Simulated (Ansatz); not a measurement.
# TaN: the cost of one run

Method: DFT PBE+U (U_eff = 5 eV on Ta d), plane waves, PAW, no spin–orbit coupling unless a run says so, in Ansatz 0.2.0.

3 further runs of the same task are left out: 3 that didn't finish.

## Step 1: The starting structure

Symmetry: P6_3/mmc, No. 194, hexagonal system. Conventional cell: a = 3.048 Å, b = 3.048 Å, c = 4.918 Å, α = 90.00°, β = 90.00°, γ = 120.00°. Ta (site symmetry -3m) is surrounded by 6 N at 2.15 Å and 2 Ta at 2.46 Å. N (site symmetry -6m2) is surrounded by 6 Ta at 2.15 Å.

Coordinates:

```
CELL_PARAMETERS angstrom
3.04800 0.00000 0.00000
-3.04800 5.27929 0.00000
0.00000 0.00000 4.91800
ATOMIC_POSITIONS crystal
Ta 0.00000 0.00000 0.00000
Ta 0.00000 0.00000 0.50000
N 0.33333 0.33333 0.25000
N 0.66667 0.16667 0.75000
Ta 0.00000 0.50000 0.00000
Ta 0.00000 0.50000 0.50000
N 0.33333 0.83333 0.25000
N 0.66667 0.66667 0.75000
```

## Step 2: Ferromagnetic start, free, symmetry kept, no search

The input, input.yaml:

```yaml
crystal:
  lattice:
    - [3.04800184, 0.0, 0.0]
    - [-3.04800184, 5.27929406, 0.0]
    - [0.0, 0.0, 4.91799978]
  atoms:
    - { symbol: Ta, position: [0.0, 0.0, 0.0], spin: 2.0 }
    - { symbol: Ta, position: [0.0, 0.0, 0.5], spin: 2.0 }
    - { symbol: "N", position: [0.3333333333, 0.3333333334, 0.25] }
    - { symbol: "N", position: [0.6666666667, 0.1666666666, 0.75] }
    - { symbol: Ta, position: [0.0, 0.5, 0.0], spin: 2.0 }
    - { symbol: Ta, position: [0.0, 0.5, 0.5], spin: 2.0 }
    - { symbol: "N", position: [0.3333333333, 0.8333333333, 0.25] }
    - { symbol: "N", position: [0.6666666667, 0.6666666666, 0.75] }
basis:
  ecutwfc: 420
  ecutrho_ratio: 4
kpoints:
  mp_grid: { grid: [7, 7, 4] }
hamiltonian:
  xc: pbe
  hubbard:
    sites:
      - { site: 0, l: d, u_eff: 5.0 }
      - { site: 1, l: d, u_eff: 5.0 }
      - { site: 4, l: d, u_eff: 5.0 }
      - { site: 5, l: d, u_eff: 5.0 }
scf:
  occupations: { method: gaussian, width: 0.05 }
  lower_state_search: "off"
  max_iter: 150
output:
  forces: true
  stress: true
  eigenvalues: true
  populations: true
  hubbard:
    sites:
      - { site: 0, l: d }
      - { site: 1, l: d }
      - { site: 4, l: d }
      - { site: 5, l: d }
magnetization:
  spin_polarized: true
```

The run is started by

```console
ansatz run input.yaml --threads 4 --pin off --max-ram 6144MiB --backend cpu --events-out ev --progress --plain --runs-dir out
```

**Question.** How long does this run take on 4 threads of Arm Neoverse N1, shared host, and how much memory does it need?

About 28 s, with a peak of 0.7 GiB.
